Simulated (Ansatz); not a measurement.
Take CoPt (space group P4/mmm, No. 123; a = 2.659 Å, c = 3.662 Å; ferromagnetic) as the base.

Computed with PBEsol (Ansatz, an electronic-structure program; PAW; 420 eV plane waves; no spin-orbit coupling).

Each order is relaxed in cell and atoms; arrows give the starting signs on the magnetic atoms.

One change was made to it. Results:

The energy is nearly the same (to 0.01 eV only: unlike meshes or grids); the shortest interatomic distance stays 2.625 Å.

Problem. What was done to the base?
A) non-magnetic
B) ↑↓ start, q = (1/2, 1/2, 0), 4 atoms
C) ↑↓ start, q = (0, 0, 1/2), 4 atoms

Solution. B, ↑↓ start, q = (1/2, 1/2, 0), 4 atoms. For comparison, the shortest interatomic distance in the other runs: ↑↓ start, q = (0, 0, 1/2), 4 atoms gives 2.611 Å; non-magnetic gives 2.592 Å.

The magnetic state is the one reached from the starting moments; the real material's order can differ, and small cells can't hold many antiferromagnetic ones. No phonon test of stability was made. Starting moments died away, wholly or in part, for ↑↓ start, q = (1/2, 1/2, 0), 4 atoms; another magnetic solution may exist. Spin-polarised in the final run: ↑↓ start, q = (1/2, 1/2, 0), 4 atoms, base and ↑↓ start, q = (0, 0, 1/2), 4 atoms; the other runs are not.
